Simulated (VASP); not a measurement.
# Mg2Sn (Fm-3m) in VASP: further runs

One crystal, Mg2Sn, is run at these levels: PBE; tasks: relaxation of cell and atoms.

All numbers are computed with VASP 6.6.1; they aren't measurements. Logs are shortened: lines on timing, memory, paths and dates and some standing lists are left out, and cuts for length are marked.

### 1 The structure

It takes space group Fm-3m (No. 225, cubic). Conventional cell: a = 6.739 Å, b = 6.739 Å, c = 6.739 Å, α = 90.00°, β = 90.00°, γ = 90.00°. Mg (site symmetry -43m) is surrounded by 4 Sn at 2.92 Å. Around Sn (site symmetry m-3m) lie 8 Mg at 2.92 Å.

### 2 Relaxation of cell and atoms, PBE

File INCAR:

```
SYSTEM = Mg2Sn
PREC = Accurate
ENCUT = 520
EDIFF = 1E-6
ISMEAR = 0
SIGMA = 0.1
LREAL = .FALSE.
LASPH = .TRUE.
NELM = 120
ALGO = Normal
ISIF = 3
LWAVE = .FALSE.
LCHARG = .FALSE.
GGA = PE
IBRION = 2
NSW = 90
EDIFFG = -0.01
```

File KPOINTS:

```
regular mesh
0
G
  9 9 9
  0 0 0
```

File POSCAR:

```
Mg2Sn
1.0
    0.0000000000      3.3695000000      3.3695000000
    3.3695000000      0.0000000000      3.3695000000
    3.3695000000      3.3695000000      0.0000000000
Mg Sn
2 1
Direct
    0.2500000000      0.2500000000      0.2500000000
    0.7500000000      0.7500000000      0.7500000000
    0.0000000000      0.0000000000      0.0000000000
```

Potentials or basis: VASP PAW PBE potentials, release 64 (Mg, Sn_d).

Started as:

```console
cat potpaw_PBE.64/Mg/POTCAR potpaw_PBE.64/Sn_d/POTCAR > POTCAR
mpirun -np 1 vasp_std > vasp.out
```

OUTCAR:

```text
SYSTEM = Mg2Sn
   PREC = Accurate
   ENCUT = 520
   EDIFF = 1E-6
   ISMEAR = 0
   LREAL = .FALSE.
   LASPH = .TRUE.
   NELM = 120
   ISIF = 3
   GGA = PE
   IBRION = 2
   NSW = 90
   EDIFFG = -0.01

 ion  position               nearest neighbor table
   1  0.250  0.250  0.250-   3 2.92   3 2.92   3 2.92   3 2.92   2 3.37   2 3.37   2 3.37   2 3.37
                             2 3.37   2 3.37
   2  0.750  0.750  0.750-   3 2.92   3 2.92   3 2.92   3 2.92   1 3.37   1 3.37   1 3.37   1 3.37
                             1 3.37   1 3.37
   3  0.000  0.000  0.000-   2 2.92   2 2.92   2 2.92   1 2.92   2 2.92   1 2.92   1 2.92   1 2.92

  LATTYP: Found a face centered cubic cell.
 ALAT       =     6.7390000000

  Lattice vectors:

 A1 = (   0.0000000000,   3.3695000000,   3.3695000000)
 A2 = (   3.3695000000,   0.0000000000,   3.3695000000)
 A3 = (   3.3695000000,   3.3695000000,   0.0000000000)

Analysis of symmetry for initial positions (statically):
=====================================================================
 Subroutine PRICEL returns:
 Original cell was already a primitive cell.

 Routine SETGRP: Setting up the symmetry group for a
 face centered cubic supercell.

 Subroutine GETGRP returns: Found 48 space group operations
 (whereof 48 operations were pure point group operations)
 out of a pool of 48 trial point group operations.

The static configuration has the point symmetry O_h .

Analysis of symmetry for dynamics (positions and initial velocities):
=====================================================================
 Subroutine PRICEL returns:
 Original cell was already a primitive cell.

 Routine SETGRP: Setting up the symmetry group for a
 face centered cubic supercell.

 Subroutine GETGRP returns: Found 48 space group operations
 (whereof 48 operations were pure point group operations)
 out of a pool of 48 trial point group operations.

The dynamic configuration has the point symmetry O_h .

 Subroutine INISYM returns: Found 48 space group operations
 (whereof 48 operations are pure point group operations),
 and found     1 'primitive' translations

----------------------------------------------------------------------------------------

                                     Primitive cell

  volume of cell :      76.5114

  direct lattice vectors                    reciprocal lattice vectors
     0.000000000  3.369500000  3.369500000    -0.148389969  0.148389969  0.148389969
     3.369500000  0.000000000  3.369500000     0.148389969 -0.148389969  0.148389969
     3.369500000  3.369500000  0.000000000     0.148389969  0.148389969 -0.148389969

  length of vectors
     4.765192598  4.765192598  4.765192598     0.257018965  0.257018965  0.257018965

  position of ions in fractional coordinates (direct lattice)
     0.250000000  0.250000000  0.250000000
     0.750000000  0.750000000  0.750000000
     0.000000000  0.000000000  0.000000000

  ion indices of the primitive-cell ions
   primitive index   ion index
                 1           1
                 2           2
                 3           3

----------------------------------------------------------------------------------------

 KPOINTS: regular mesh

Automatic generation of k-mesh.
 Grid dimensions read from file:
 generate k-points for:    9    9    9

 Generating k-lattice:

  Cartesian coordinates                     Fractional coordinates (reciprocal lattice)
    -0.016487774  0.016487774  0.016487774     0.111111111  0.000000000  0.000000000
     0.016487774 -0.016487774  0.016487774     0.000000000  0.111111111  0.000000000
     0.016487774  0.016487774 -0.016487774     0.000000000  0.000000000  0.111111111

[... 72 lines left out ...]
   EFERMI_NEDOS =   21; number of points for ismear=-14 and -15
   IALGO  =     38    algorithm
   IMIX   =      4    mixing-type and parameters
     AMIX     =   0.40;   BMIX     =  1.00
     AMIX_MAG =   1.60;   BMIX_MAG =  1.00
  volume/ion in A,a.u.               =      25.50       172.11
  Fermi-wavevector in a.u.,A,eV,Ry     =   1.010625  1.909805 13.896497  1.021364
  Thomas-Fermi vector in A             =   2.143626
   LORBIT       =      0    0 simple, 1 ext, 2 COOP (PROOUT), +10 PAW based schemes
   GGA     = PE    functional components
   LHFCALC =     F    Hartree Fock is set to
   AEXX    =    0.0000 exact exchange contribution
   IVDW    =     0    specifies the selected vdW correction
   LEPSILON=     F    determine dielectric tensor
   LRPA    =     F    only Hartree local field effects (RPA)
 conjugate gradient relaxation of ions
 non-spin polarized calculation
 Gauss-broadening in eV      SIGMA  =   0.10
  energy-cutoff  :      520.00
  volume of cell :       76.51
 maximum number of plane-waves:      2085
   NGX = 17   NGY = 17   NGZ = 17

--------------------------------------- Ionic step        1  -------------------------------------------

 number of electron      18.0000008 magnetization

 Free energy of the ion-electron system (eV)
  ---------------------------------------------------
  ext. energy  EPLUGINS =         0.00000000
  ---------------------------------------------------
  free energy    TOTEN  =        -7.42260185 eV

  energy without entropy =       -7.42088794  energy(sigma->0) =       -7.42174490

------------------------ aborting loop because EDIFF is reached ----------------------------------------

  FORCE on cell =-STRESS in cart. coord.  units (eV):
  Direction    XX          YY          ZZ          XY          YZ          ZX
  --------------------------------------------------------------------------------------
  -------------------------------------------------------------------------------------
  Total        0.6718138      0.6718138      0.6718138      0.0000000     -0.0000000      0.0000000
  in kB       14.0680254     14.0680254     14.0680254      0.0000000     -0.0000000      0.0000000
  external PRESSURE =      14.0680254 kB  Pullay stress =       0.0000000 kB

 VOLUME and BASIS-vectors are now :
 -----------------------------------------------------------------------------
  energy-cutoff  :      520.00
  volume of cell :       76.51
      direct lattice vectors                 reciprocal lattice vectors
     0.000000000  3.369500000  3.369500000    -0.148389969  0.148389969  0.148389969
     3.369500000  0.000000000  3.369500000     0.148389969 -0.148389969  0.148389969
     3.369500000  3.369500000  0.000000000     0.148389969  0.148389969 -0.148389969

 POSITION                                       TOTAL-FORCE (eV/Angst)
 -----------------------------------------------------------------------------------
      1.68475      1.68475      1.68475        -0.000000     -0.000000     -0.000000
      5.05425      5.05425      5.05425         0.000000      0.000000      0.000000
      0.00000      0.00000      0.00000        -0.000000     -0.000000     -0.000000
 -----------------------------------------------------------------------------------
    total drift:                               -0.000000      0.000000     -0.000000

  FREE ENERGIE OF THE ION-ELECTRON SYSTEM (eV)
  ---------------------------------------------------
  free  energy   TOTEN  =        -7.4226018542 eV

  energy  without entropy=       -7.4208879362  energy(sigma->0) =       -7.42174490

--------------------------------------- Ionic step        2  -------------------------------------------

 number of electron      17.9999999 magnetization

 Free energy of the ion-electron system (eV)
  ---------------------------------------------------
  ext. energy  EPLUGINS =         0.00000000
  ---------------------------------------------------
  free energy    TOTEN  =        -7.43246598 eV

  energy without entropy =       -7.43067444  energy(sigma->0) =       -7.43157021

 E-fermi :   4.0661     XC(G=0):  -8.6783

 val. band max:        4.0090793130   @ k =  -0.1111   0.1111   0.0000
 cond. band min:       4.1235437049   @ k =   0.0000   0.0000   0.0000
 fundamental gap:      0.1144643918
 Fermi energy:         4.0661428511

 k-point     1 :       0.0000    0.0000    0.0000
  band No.  band energies     occupation
      1     -16.8433      2.00000
      2     -16.8433      2.00000
      3     -16.8433      2.00000
      4     -16.8070      2.00000
      5     -16.8070      2.00000
      6      -4.8843      2.00000
      7       4.1235      0.41692
      8       4.1235      0.41692
      9       4.1235      0.41692
     10       5.4136      0.00000
     11       6.2354      0.00000
     12       6.2354      0.00000
     13       6.2354      0.00000
[... 354 lines left out ...]
  band No.  band energies     occupation
      1     -16.8462      2.00000
      2     -16.8373      2.00000
      3     -16.8373      2.00000
      4     -16.8089      2.00000
      5     -16.8043      2.00000
      6      -3.2648      2.00000
      7      -0.2718      2.00000
      8       2.0892      2.00000
      9       2.0892      2.00000
     10       3.9665      1.84115
     11       4.3751      0.00001
     12      10.8175      0.00000
     13      10.8175      0.00000

 [... further k-points ...]

------------------------ aborting loop because EDIFF is reached ----------------------------------------

  FORCE on cell =-STRESS in cart. coord.  units (eV):
  Direction    XX          YY          ZZ          XY          YZ          ZX
  --------------------------------------------------------------------------------------
  -------------------------------------------------------------------------------------
  Total       -0.0195679     -0.0195679     -0.0195679      0.0000000      0.0000000     -0.0000000
  in kB       -0.3967595     -0.3967595     -0.3967595      0.0000000      0.0000000     -0.0000000
  external PRESSURE =      -0.3967595 kB  Pullay stress =       0.0000000 kB

 VOLUME and BASIS-vectors are now :
 -----------------------------------------------------------------------------
  energy-cutoff  :      520.00
  volume of cell :       79.02
      direct lattice vectors                 reciprocal lattice vectors
     0.000000000  3.405901924  3.405901924    -0.146803992  0.146803992  0.146803992
     3.405901924 -0.000000000  3.405901924     0.146803992 -0.146803992  0.146803992
     3.405901924  3.405901924 -0.000000000     0.146803992  0.146803992 -0.146803992

 POSITION                                       TOTAL-FORCE (eV/Angst)
 -----------------------------------------------------------------------------------
      1.70295      1.70295      1.70295        -0.000000      0.000000     -0.000000
      5.10885      5.10885      5.10885         0.000000     -0.000000      0.000000
      6.81180      3.40590      3.40590        -0.000000      0.000000     -0.000000
 -----------------------------------------------------------------------------------
    total drift:                                0.000000      0.000000      0.000000

  FREE ENERGIE OF THE ION-ELECTRON SYSTEM (eV)
  ---------------------------------------------------
  free  energy   TOTEN  =        -7.4324659812 eV

  energy  without entropy=       -7.4306744441  energy(sigma->0) =       -7.43157021

 reached required accuracy - stopping structural energy minimisation
```

Run time: 35 s. Hardware: 1 thread of AMD EPYC 9R14 (Zen 4), shared host; peak memory 0.2 GiB.

What came out:

- Free energy: -7.4325 eV
- Relaxed volume: 26.34 Å³/atom
- Relaxed cell: a = 4.817 Å, b = 4.817 Å, c = 4.817 Å, α = 60.00°, β = 60.00°, γ = 60.00°
- Space group after relaxing (to 0.05 Å): Fm-3m (No. 225)
- Energy gained by relaxing: 3.3 meV/atom
- Ionic steps: 2
- Pressure after relaxing: 0.0 GPa
- Band gap on the k mesh: none (metal or under the smearing width)

Step by step:
| step | energy change (eV) | largest force (eV/Å) | pressure (GPa) | volume (Å³) |
| --- | --- | --- | --- | --- |
| 1 | 0.0000 | 0.0000 | 1.41 | 76.51 |
| 2 | -0.0099 | 0.0000 | -0.04 | 79.02 |

Final structure:
```
Mg Sn
1.0
     0.00000    3.40590    3.40590
     3.40590    0.00000    3.40590
     3.40590    3.40590    0.00000
Mg Sn
2 1
Direct
  0.25000 0.25000 0.25000
  0.75000 0.75000 0.75000
  0.00000 0.00000 0.00000
```

Caveat: this crystal is a semiconductor, whose small gap the functional closes, so the metal is an error of the method.

### 3 Relaxation of cell and atoms, PBE

This run uses another cell than the first one, of 26.34 Å³/atom, 1.033 times its volume.

INCAR, as its differences from that of step 2:

```diff
@@ -3,3 +3,3 @@
 ENCUT = 520
-EDIFF = 1E-6
+EDIFF = 1E-7
 ISMEAR = 0
@@ -15,3 +15,4 @@
 IBRION = 2
-NSW = 90
-EDIFFG = -0.01
+NSW = 60
+EDIFFG = -0.005
+POTIM = 0.3
```

KPOINTS is that of step 2.

File POSCAR:

```
Mg2Sn                                   
1.0
    0.0000000000      3.4059019240      3.4059019240
    3.4059019240     -0.0000000000      3.4059019240
    3.4059019240      3.4059019240     -0.0000000000
  Mg              Sn            
     2     1
Direct
     0.2500000000000000    0.2500000000000000    0.2500000000000000
     0.7500000000000000    0.7500000000000000    0.7500000000000000
     0.0000000000000000    1.0000000000000000    1.0000000000000000
```

Potentials or basis: VASP PAW PBE potentials, release 64 (Mg, Sn_d).

Started as:

```console
cat potpaw_PBE.64/Mg/POTCAR potpaw_PBE.64/Sn_d/POTCAR > POTCAR
mpirun -np 1 vasp_std > vasp.out
```

Wall time 36 s (1 thread of AMD EPYC 9R14 (Zen 4), shared host); peak memory 0.2 GiB.

Results (log left out):

| Item | Value |
| --- | --- |
| Free energy | -7.4329 eV |
| Relaxed volume | 26.32 Å³/atom |
| Relaxed cell | a = 4.815 Å, b = 4.815 Å, c = 4.815 Å, α = 60.00°, β = 60.00°, γ = 60.00° |
| Space group after relaxing (to 0.05 Å) | Fm-3m (No. 225) |
| Energy gained by relaxing | 0.0 meV/atom |
| Ionic steps | 2 |
| Pressure after relaxing | 0.0 GPa |
| Band gap on the k mesh | none (metal or under the smearing width) |

Final structure:
```
Mg Sn
1.0
     0.00000    3.40497    3.40497
     3.40497    0.00000    3.40497
     3.40497    3.40497    0.00000
Mg Sn
2 1
Direct
  0.25000 0.25000 0.25000
  0.75000 0.75000 0.75000
  0.00000 0.00000 0.00000
```

Levels at points of the mesh, in eV from the Fermi level:
```
           k point  band 5  band 6  band 7  band 8  band 9  band 10  band 11  band 12  band 13
(0.00, 0.00, 0.00)  -20.87   -8.95    0.06    0.06    0.06     1.35     2.17     2.17     2.17
```

Caveat: this crystal is a semiconductor, whose small gap the functional closes, so the metal is an error of the method.
